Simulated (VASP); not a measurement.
Runs of VASP 6.6.1 on GaP. It takes space group F-43m (No. 216, cubic). The conventional cell has a = 5.451 Å, b = 5.451 Å, c = 5.451 Å, α = 90.00°, β = 90.00°, γ = 90.00°. Ga (site symmetry -43m) is surrounded by 4 P at 2.36 Å. P (site symmetry -43m) is surrounded by 4 Ga at 2.36 Å. 

| task | level | cell | cutoff (eV) | smearing | gap on the mesh (eV) | pressure (GPa) | relaxed volume (Å³/atom) |
| --- | --- | --- | --- | --- | --- | --- | --- |
| relaxation of cell and atoms | BEEF-vdW | relaxed | 600 | fermi-dirac 0.05 eV | 1.58 | 0.1 | 21.02 |
| relaxation of cell and atoms | vdW-DF2 | relaxed | 600 | fermi-dirac 0.05 eV | 0.79 | 0.0 | 22.28 |
| relaxation of cell and atoms | optB88-vdW | relaxed | 600 | fermi-dirac 0.05 eV | 1.49 | 0.1 | 20.78 |
| relaxation of cell and atoms | optPBE-vdW | relaxed | 600 | fermi-dirac 0.05 eV | 1.46 | 0.0 | 21.07 |
| relaxation of cell and atoms | vdW-DF | relaxed | 600 | fermi-dirac 0.05 eV | (b) | 0.0 | 21.70 |
| relaxation of cell and atoms | rev-vdW-DF2 | relaxed | 600 | fermi-dirac 0.05 eV | 1.57 | 0.0 | (a) |
| single point | PBE | as given | 520 | gaussian 0.013 eV | (c) | 2.4 | - |
| relaxation of cell and atoms | vdW-DF-cx | relaxed | 600 | fermi-dirac 0.05 eV | 1.58 | -0.1 | - |

Alike in all rows: potentials or basis VASP PAW PBE potentials, release 64 (Ga_d, P); no spin polarisation; k mesh 8 × 8 × 8.

Question: Estimate the missing entries.

Answer: (a) 20.52; (b) 1.27; (c) 1.64.

Caveats: the PAW data sets were made with another functional, which shifts forces and pressure a little (some runs); the volume moved by +10 % from the deposited cell, more than functionals usually miss (some runs); the relaxation stopped at its first step, so nothing moved (some runs).

A k mesh can miss the band edges, and the runs leave out spin-orbit coupling on Ga.
